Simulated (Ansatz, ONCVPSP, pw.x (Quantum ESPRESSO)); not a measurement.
**What a changed setting does to a pw.x run (fcc Mo)**

Potential: optimised norm-conserving Vanderbilt (ONCV), ONCVPSP 4.0.1.1 (patched build), PBE; core [Ar] 3d10, reference 4s2 4p6 4d5 5s1; waves: 4s+5s: rc 1.70 bohr, ncon 4, nbas 8, qcut 6.5 1/bohr, 2 projectors; 4p: rc 1.65 bohr, ncon 3, nbas 7, qcut 8.2 1/bohr, 2 projectors, debl 1 Ha; 4d: rc 1.75 bohr, ncon 4, nbas 7, qcut 9.2 1/bohr, 1 projector; local part: polynomial inside 1.50 bohr (lpopt 5, dvloc0 1 Ha); core correction: none. In the p channel the program set the typed energies aside and used -1.414, 0.250 Ha.

The reference run (k-mesh 14³, cutoffs 65/260 Ry, Fermi–Dirac 0.01 Ry, mixing_beta 0.4, conv_thr 1e-9, no spin) gives 0.99 GPa at 16.027 Å³/atom, where all-electron LAPW gives 0.44 GPa. This run, with its own iteration cap, changes startingwfc to atomic.

```
&control
  calculation='scf', prefix='x', pseudo_dir='./', outdir='./tmp', tstress=.true., disk_io='none'
/
&system
  ibrav=0, nat=1, ntyp=1, ecutwfc=65, ecutrho=260, nbnd=15,
  occupations='smearing', smearing='fd', degauss=0.01
/
&electrons
  conv_thr=1e-09, mixing_beta=0.4, electron_maxstep=50, startingwfc='atomic'
/
ATOMIC_SPECIES
Mo 1.0 Mo.UPF
CELL_PARAMETERS angstrom
  0.00000000 2.00112437 2.00112437
  2.00112437 0.00000000 2.00112437
  2.00112437 2.00112437 0.00000000
ATOMIC_POSITIONS crystal
Mo 0.0000 0.0000 0.0000
K_POINTS automatic
14 14 14 0 0 0
```

```bash
pw.x < Mo.scf.in > Mo.scf.out
```

Problem. How does the run end?

Solution. It converges in 8 iterations; the free energy moves by +0.0 meV/atom and the pressure by +0.00 GPa. The result is that of the reference run.

```
Message from routine setup:
     using ibrav=0 with symmetry is DISCOURAGED, use correct ibrav instead
     lattice parameter (alat)  =       5.3480  a.u.
     unit-cell volume          =     108.1556 (a.u.)^3
     number of electrons       =        14.00
     number of Kohn-Sham states=           15
     kinetic-energy cutoff     =      65.0000  Ry
     charge density cutoff     =     260.0000  Ry
     scf convergence threshold =      1.0E-09
     Exchange-correlation= PBE
     number of k points=   104  Fermi-Dirac smearing, width (Ry)=  0.0100
     iteration #  1     ecut=    65.00 Ry     beta= 0.40
     total energy              =    -137.07691255 Ry
     estimated scf accuracy    <       0.11824632 Ry
     iteration #  2     ecut=    65.00 Ry     beta= 0.40
     total energy              =    -137.08485928 Ry
     estimated scf accuracy    <       0.01030648 Ry
     iteration #  3     ecut=    65.00 Ry     beta= 0.40
     total energy              =    -137.08600905 Ry
     estimated scf accuracy    <       0.00089944 Ry
     [... 2 iterations left out ...]
     iteration #  6     ecut=    65.00 Ry     beta= 0.40
     total energy              =    -137.08605197 Ry
     estimated scf accuracy    <       0.00000002 Ry
     iteration #  7     ecut=    65.00 Ry     beta= 0.40
     total energy              =    -137.08605197 Ry
     estimated scf accuracy    <       0.00000001 Ry
     iteration #  8     ecut=    65.00 Ry     beta= 0.40
     the Fermi energy is    20.2728 ev
!    total energy              =    -137.08605197 Ry
     estimated scf accuracy    <          1.6E-10 Ry
     smearing contrib. (-TS)   =      -0.00579817 Ry
     The total energy is F=E-TS. E is the sum of the following terms:
     one-electron contribution =     -21.25660731 Ry
     hartree contribution      =      18.70451009 Ry
     xc contribution           =     -15.71093213 Ry
     ewald contribution        =    -118.81722445 Ry
     convergence has been achieved in   8 iterations
          total   stress  (Ry/bohr**3)                   (kbar)     P=        9.86
     Message from routine punch:
     Nothing written, as per user request (disk_io='none')
```

The run took about 19 s on one core of a shared host (Neoverse-V1, 32 threads, 126 GiB, load 14).
